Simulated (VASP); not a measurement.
Runs of VASP 6.6.1 on BeS. Symmetry: F-43m, No. 216, cubic system. Conventional cell: a = 4.850 Å, b = 4.850 Å, c = 4.850 Å, α = 90.00°, β = 90.00°, γ = 90.00°. S (site symmetry -43m) is surrounded by 4 Be at 2.10 Å. Be (site symmetry -43m) has 4 S at 2.10 Å as nearest neighbours. 

| task | level | potentials or basis | cell | cutoff (eV) | gap on the mesh (eV) | pressure (GPa) | relaxed volume (Å³/atom) |
| --- | --- | --- | --- | --- | --- | --- | --- |
| band structure | SCAN | VASP PAW PBE potentials, release 64 (S, Be) | as given | 520 | 3.68 | 0.6 | - |
| relaxation of cell and atoms | rev-vdW-DF2 | VASP PAW PBE potentials, release 64 (S, Be) | relaxed | 600 | 3.21 | -0.2 | 14.40 |
| band structure | rSCAN | VASP PAW PBE potentials, release 64 (S, Be) | as given | 520 | 3.67 | 0.5 | - |
| relaxation of cell and atoms | revPBE | VASP PAW PBE potentials, release 64 (S, Be) | relaxed | 600 | 3.36 | 0.0 | 14.78 |
| relaxation of cell and atoms | AM05 | VASP PAW PBE potentials, release 64 (S, Be) | relaxed | 600 | 3.09 | 0.0 | - |
| relaxation of cell and atoms | PBEsol | VASP PAW PBE potentials, release 64 (S, Be) | relaxed | 600 | 3.01 | 0.1 | 14.16 |
| relaxation of cell and atoms | LDA | VASP PAW LDA potentials, release 64 (S, Be) | relaxed | 600 | 2.93 | 0.0 | 13.80 |
| relaxation of cell and atoms | vdW-DF-cx | VASP PAW PBE potentials, release 64 (S, Be) | relaxed | 600 | 3.17 | 0.0 | 14.42 |
| relaxation of cell and atoms | RPBE | VASP PAW PBE potentials, release 64 (S, Be) | relaxed | 600 | (a) | 0.0 | 14.85 |
| relaxation of cell and atoms | SCAN | VASP PAW PBE potentials, release 64 (S, Be) | relaxed | 600 | 3.70 | -0.1 | (b) |
| relaxation of cell and atoms | r2SCAN | VASP PAW PBE potentials, release 64 (S, Be) | relaxed | 600 | 3.70 | 0.0 | 14.47 |
| band structure | TPSS | VASP PAW PBE potentials, release 64 (S, Be) | as given | 520 | 3.30 | 2.1 | - |

Alike in all rows: no spin polarisation; k mesh 9 × 9 × 9; smearing fermi-dirac 0.05 eV.

Problem. Fill in the values left out.

Solution. (a) 3.40; (b) 14.37.

Caveats: the PAW data sets were made with another functional, which shifts forces and pressure a little (some runs); an odd mesh through Γ misses points on the zone boundary, where band edges often lie (some runs); the mesh misses the band edges, which the band path finds closer together (some runs); the relaxation stopped at its first step, so nothing moved (some runs).

Runs at the PBE level aren't shown here.
